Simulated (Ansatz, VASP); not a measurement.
# Sb: VASP beside Ansatz

```
Sb
1.0
    -1.50500    1.50500    2.43040
     1.50500   -1.50500    2.43040
     1.50500    1.50500   -2.43040
Sb
1
Direct
  0.00000 0.00000 0.00000
```

Change from the starting cell: zz strain of -2 %.

Alike in both runs: task single point; functional PBEsol; k mesh 19 × 19 × 19; occupations fermi-dirac, width 0.05 eV; no spin polarisation.

|  | VASP | Ansatz |
| --- | --- | --- |
| version | VASP 6.6.1 | Ansatz 0.2.0 |
| potentials or method | VASP PAW PBE potentials, release 64 (Sb), cutoff 520 eV | all-electron LAPW, scalar-relativistic |

Ansatz gave:

| Property | Result |
| --- | --- |
| pressure (GPa) | 17.7 |
| largest component of the traceless stress (GPa) | 0.46 |

Q: Estimate VASP's values.

A: Pressure (GPa): 17.9; largest component of the traceless stress (GPa): 0.56.

Ansatz ran all-electron here, so the differences hold the error of VASP's frozen core and of both bases.

Caveats: so large a pressure means that the cell lies far from this level's equilibrium, or that cutoff or potentials fall short (VASP); the potentials were made for another functional, which shifts forces and pressure (VASP). The runs have no spin-orbit coupling, so splittings on Sb are missing.
